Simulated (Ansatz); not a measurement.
# two structures of Ca: a comparison of enthalpies under pressure

Program: Ansatz 0.2.0, Python API.

`run_transition.py`
```python
"""Enthalpies of two structures of Ca under pressure."""

import csv
import logging
import sys
import warnings

import ansatz as az
import numpy as np

logging.basicConfig(stream=sys.stdout, format="[%(levelname)s] %(message)s")
log = logging.getLogger("ca")
log.setLevel(logging.INFO)

SCF_TOL = 1e-07
CUTOFF = 460
KSPACING = 0.3
SMEARING = "fermi_dirac"
SMEARING_WIDTH = 0.05


def sc(first, a):
    return (
        az.Lattice.cubic(a)
        .space_group(221)
        .atom(first, (0, 0, 0))
    )


def fcc(a_site, a):
    return (
        az.Lattice.fcc(a)
        .space_group(225)
        .atom(a_site, (0, 0, 0))
        .primitive()
    )


def compute(name, crystal, pressure=0.0):
    calc = (
        crystal.calculation()
        .scf(tolerance=SCF_TOL)
        .functional(az.Functional.PBE)
        .basis(CUTOFF)
        .kpoints(spacing=KSPACING)
        .occupations(SMEARING, width=SMEARING_WIDTH)
    )
    calc = calc.relax(force_tolerance=0.03, cell=True, pressure=pressure)
    return calc.run(threads=1)


def volume_per_atom(outcome):
    return abs(np.linalg.det(outcome.lattice.cell_ang)) / len(outcome.lattice.sites)


def main() -> None:
    warnings.simplefilter("ignore")

    phases = {}
    phases["sc"] = sc("Ca", 3.63)
    phases["fcc"] = fcc("Ca", 5.59)

    # enthalpy per atom at each pressure
    pressures = [0, 5, 10, 20]
    enthalpy, volume = {name: [] for name in phases}, {name: [] for name in phases}
    for p in pressures:
        for name, crystal in phases.items():
            o = compute(name, crystal, pressure=p)
            volume[name].append(volume_per_atom(o))
            enthalpy[name].append(o.report["energy_sigma0_ev"] / len(o.lattice.sites) + p * volume[name][-1] / 160.21766)
    gap = np.array(enthalpy["fcc"]) - np.array(enthalpy["sc"])
    rows = [(p, va, vb, 1000 * d) for p, va, vb, d in zip(pressures, volume["sc"], volume["fcc"], gap)]
    with open("transition.csv", "w", newline="") as handle:
        writer = csv.writer(handle)
        writer.writerow(["P (GPa)", "V sc (A^3/atom)", "V fcc (A^3/atom)", "H(fcc) - H(sc) (meV/atom)"])
        writer.writerows([round(v, 4) if isinstance(v, float) else v for v in row] for row in rows)
    print(open("transition.csv").read())
    crossings = [p0 - g0 * (p1 - p0) / (g1 - g0) for p0, p1, g0, g1 in zip(pressures, pressures[1:], gap, gap[1:]) if g0 * g1 < 0]
    print("crossing near", [round(float(p), 1) for p in crossings], "GPa") if crossings else print("no crossing in this range")


if __name__ == "__main__":
    main()
```

Output of `python run_transition.py`:
```text
P (GPa),V sc (A^3/atom),V fcc (A^3/atom),H(fcc) - H(sc) (meV/atom)
0,44.0157,42.2586,-390.7043
5,33.1805,34.2967,-385.4597
10,28.0576,29.946,-348.6776
20,22.7824,25.1563,-195.7735

no crossing in this range
```

Caveats:
- Total energies depend on the potentials; only differences at equal settings carry meaning.
- At a fixed pressure a relaxation lowers the enthalpy F + PV, while F alone can rise.
- For the metals among these phases the mesh is modest: differences between phases can be off by up to 40 meV an atom.
- The program warned that this SCF threshold is loose for forces or stresses.
- Only these two structures are compared, at zero temperature and with their symmetry kept; either may be hypothetical, and another phase may be lower than both. Differences under about 40 meV an atom lie within the error of mesh and functional.
- The cells are prototypes set up for this calculation and needn't exist.
- The script silences warnings, which a real study should read.
- The whole script took 28 s on 1 thread of Arm Neoverse V1, on a shared host, peak memory 0.36 GiB.
